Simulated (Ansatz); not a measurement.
**TePt under changes of volume**

One of the cells (22.651 Å³/atom); the others are scaled copies at fixed shape and fractional positions:

```
CELL_PARAMETERS angstrom
1.98157 1.14406 6.66103
-1.98157 1.14406 6.66103
0.00000 -2.28812 6.66103
ATOMIC_POSITIONS crystal
Pt 0.12967 0.12967 0.12967
Pt 0.87033 0.87033 0.87033
Te 0.40200 0.40200 0.40200
Te 0.59800 0.59800 0.59800
```

| Property | Result |
| --- | --- |
| Program | Ansatz 0.2.0 |
| Functional | PBEsol |
| Potentials or basis | all-electron LAPW, scalar-relativistic |
| Cutoff | 311 eV (chosen from the basis error) |
| Basis error allowed | 0.001 eV/atom |
| k mesh | 8 × 8 × 8 |
| Occupations | fermi-dirac, width 0.05 eV |
| Spin | no spin polarisation |

```tsv
volume (Å³/atom)	energy over the lowest point (meV/atom)	pressure (GPa)	largest force (eV/Å)
21.292	?	?	?
21.745	14.02	5.6	0.627
22.198	2.84	2.4	0.344
22.651	0.00	-0.3	0.193
23.104	4.53	-2.8	0.181
23.557	15.56	-4.9	0.363
24.010	32.35	-6.9	0.558
```

**Question.** What does the run at 21.292 Å³/atom give?

**Answer.** Energy over the lowest point 34.63 meV/atom; pressure 9.1 GPa; largest force 0.937 eV/Å.

Worked out: A Birch-Murnaghan fit of order 3 (a polynomial in V^(-2/3)) to the other rows has its minimum at 22.59 Å³/atom with B0 = V·E''(V) = 132 GPa and B' = 5.2 at fixed shape and positions, which overstates the stiffness. It gives 34.63 meV/atom at 21.292 Å³/atom, against the run's 34.63, and -dE/dV = 9.1 GPa, against 9.1.

Energies are extrapolated to zero smearing.
